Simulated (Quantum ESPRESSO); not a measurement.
Crystal: TiC.

```
Ti C
1.0
     0.00000    2.16572    2.16572
     2.16572    0.00000    2.16572
     2.16572    2.16572    0.00000
Ti C
1 1
Direct
  0.00000 0.00000 0.00000
  0.50000 0.50000 0.50000
```

The cell is a database's computed one.

Base run:

- Program: Quantum ESPRESSO 7.5
- Functional: PBE
- Potentials or basis: PseudoDojo 0.4.1 SR PBE standard
- Cutoff: 1143 eV
- Density cutoff: 4572 eV
- k mesh: 11 × 11 × 11
- Occupations: fermi-dirac, width 0.05 eV
- Spin: no spin polarisation

Its results: band gap on the k mesh none (metal or under the smearing width); pressure 0.3 GPa.

The run is repeated on the same cell with these changes: functional from PBE to LDA; potentials or basis from PseudoDojo 0.4.1 SR PBE standard to PseudoDojo 0.4.1 SR LDA standard. What comes out?

Band gap on the k mesh none (metal or under the smearing width); pressure -12.3 GPa.
